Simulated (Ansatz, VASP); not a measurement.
## One calculation of SiC, two programs

The input INCAR:

```
  ALGO = Fast
  EDIFF = 1E-6
  EDIFFG = -0.005
  ENCUT = 600
  GGA = PS
  IBRION = 2
  ISIF = 3
  ISMEAR = 0
  LASPH = T
  LCHARG = F
  LREAL = F
  LWAVE = F
  NELM = 60
  NSW = 70
  PREC = Accurate
  SIGMA = 0.1
```

KPOINTS

```
k-points
0
Gamma
  18 18 18
```

The input POSCAR:

```
SiC
1.0
    0.0000000000      2.0286567181      2.0286567181
    2.0286567181      0.0000000000      2.0286567181
    2.0286567181      2.0286567181      0.0000000000
Si C
1 1
Direct
    0.0000000000      0.0000000000      0.0000000000
    0.5000000000      0.5000000000      0.5000000000
```

Input for Ansatz:

```yaml
crystal:
  lattice:
    - [0.0, 2.0286567181, 2.0286567181]
    - [2.0286567181, 0.0, 2.0286567181]
    - [2.0286567181, 2.0286567181, 0.0]
  atoms:
    - { symbol: Si, position: [0.0, 0.0, 0.0] }
    - { symbol: C, position: [0.5, 0.5, 0.5] }
basis:
  ecutwfc: 420
kpoints:
  mp_grid: { grid: [18, 18, 18] }
hamiltonian:
  xc: pbesol
scf:
  occupations: { method: gaussian, width: 0.1 }
output:
  forces: true
  stress: true
  eigenvalues: true
relax:
  adjacent_minimum: "off"
  f_tol: 0.005
  max_steps: 50
  cell: { stress_tol: 0.05 }
```

Alike in both runs: task relaxation of cell and atoms; functional PBEsol; k mesh 18 × 18 × 18; occupations gaussian, width 0.1 eV; no spin polarisation.

|  | VASP | Ansatz |
| --- | --- | --- |
| version | VASP 6.6.1 | Ansatz 0.2.0 |
| potentials or method | VASP PAW PBE potentials, release 64 (Si, C) | scalar-relativistic, plane waves, PAW |
| plane-wave cutoff (eV) | 600 | 420 |
| valence electrons in the cell | 8 | 8 |

|  | VASP | Ansatz | Ansatz less VASP |
| --- | --- | --- | --- |
| gap on the k mesh at the Fermi level, each at its own relaxed structure (eV) | none | none | - |
| relaxed volume (Å³/atom) | 8.22 | 8.21 | -0.013 |
| relaxed cell length with the largest relative difference (Å) | 2.854 | 2.853 | -0.0015 |
| energy change over the relaxation (meV/atom) | -2 | -2 | -0.3 |

A gap of «none» marks a metal or a gap that the smearing closes.

Caveats: the PAW data sets were made with another functional, which shifts forces and pressure a little (VASP).
